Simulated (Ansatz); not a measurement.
**Zone-centre phonons of MnS at 25 GPa: input and output**

Level of theory: Ansatz, DFT PBEsol, scalar-relativistic, plane waves, PAW.

Launched with:
```bash
ansatz run input.yaml --threads 1 --pin off --max-ram 3072MiB --backend cpu --events-out ev --progress --plain --runs-dir out
```

Input (bare energies are in eV):
```yaml
crystal:
  lattice:
    - [0.0, 2.3560630952, 2.3560630952]
    - [2.3560630952, 0.0, 2.3560630952]
    - [2.3560630952, 2.3560630952, 0.0]
  atoms:
    - { symbol: Mn, position: [0.0, 0.0, 0.0] }
    - { symbol: S, position: [0.75, 0.75, 0.75] }
basis:
  ecutwfc: 420
kpoints:
  mp_grid: { grid: [16, 16, 16] }
hamiltonian:
  xc: pbesol
scf:
  occupations: { method: gaussian, width: 0.2 }
output:
  eigenvalues: true
phonons:
  method: dfpt
  eigenvectors: true
```

Results section of the output:
```
--- Phonons (Γ-DFPT): 2 representative perturbations + reference, on 349 of 4096 k-points (Σ response iterations 6) ---
  k mesh reduced under 8 symmetry operations, with k and −k counted as one. Each operation leaves every solved displacement unchanged or reverses it
  ASR residual: 4.180e-5 → 0.000e0 eV/Å²; symmetrization residual: 2.764e-6 eV/Å²
  ASR residual per site (eV/Å²): 1.37e-5 4.18e-5
  Γ frequencies (cm⁻¹): 0.00 0.00 0.00 537.21 537.21 537.21
  non-analytic LO–TO correction: not included (Born effective charges unavailable; polar crystals: no LO–TO splitting at Γ)
```

It took 41 s on 1 thread of Arm Neoverse V1, with other jobs on the host, peak memory 0.7 GiB.

In a metal, frequencies and elastic constants depend on the k mesh and the smearing, soft modes and shear constants most. Spin polarisation was left out, and a magnetic state may lie lower. Other phases may be more stable at this pressure.

This zinc-blende form isn't the usual stable structure of the compound at low pressure.